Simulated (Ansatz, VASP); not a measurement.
## Two plane-wave programs on C

```
CELL_PARAMETERS angstrom
0.00000 1.79873 1.79873
1.79873 0.00000 1.79873
1.79873 1.79873 0.00000
ATOMIC_POSITIONS crystal
C 0.50000 0.50000 0.50000
C 0.75000 0.75000 0.75000
```

Alike in both runs: functional BLYP; k mesh 8 × 8 × 8; occupations fermi-dirac, width 0.05 eV; no spin polarisation.

Ansatz relaxed the structure, and its values are those at the end. VASP's run is a single point on that final structure, the one shown.

|  | VASP | Ansatz |
| --- | --- | --- |
| version | VASP 6.6.1 | Ansatz 0.2.0 |
| potentials or method | VASP PAW PBE potentials, release 64 (C) | plane waves (420 eV) with PAW, scalar-relativistic |
| plane-wave cutoff (eV) | 520 | 420 |
| valence electrons in the cell | 8 | 8 |

```csv
,VASP,Ansatz,Ansatz less VASP
pressure (GPa),0.7,0.0,-0.66
```

Caveats: the PAW data sets were made with another functional, which shifts forces and pressure a little (VASP).
